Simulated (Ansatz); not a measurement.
Crystal: GaN.

```xyz
2
Lattice="0.0000 2.2535 2.2535 2.2535 0.0000 2.2535 2.2535 2.2535 0.0000" Properties=species:S:1:pos:R:3 pbc="T T T"
Ga    0.0000    0.0000    0.0000
N     1.1268    1.1268    1.1268
```

The cell is a database's computed one.

Base run:

| Property | Result |
| --- | --- |
| Program | Ansatz 0.2.0 |
| Functional | PBE |
| Potentials or basis | Ansatz PAW |
| Cutoff | 600 eV |
| Density cutoff | 2400 eV |
| k mesh | 10 × 10 × 10 |
| Occupations | fermi-dirac, width 0.05 eV |
| Spin | no spin polarisation |

Its results: band gap on the k mesh 1.72 eV, direct; pressure 5.0 GPa.

Q: The run is repeated on the same cell with these changes: functional from PBE to SVWN5; cutoff from 600 eV to 420 eV; density cutoff from 2400 eV to 1680 eV. What comes out?

A: Band gap on the k mesh 1.73 eV, direct; pressure -6.6 GPa.

SVWN5 binds more tightly than PBE, so the same cell stands under less pressure.

Caveats: the PAW data sets come from PBE, with cores solved anew for the run's functional, which leaves a small shift of forces and pressure (some runs).

Not every run made on this cell is shown here.
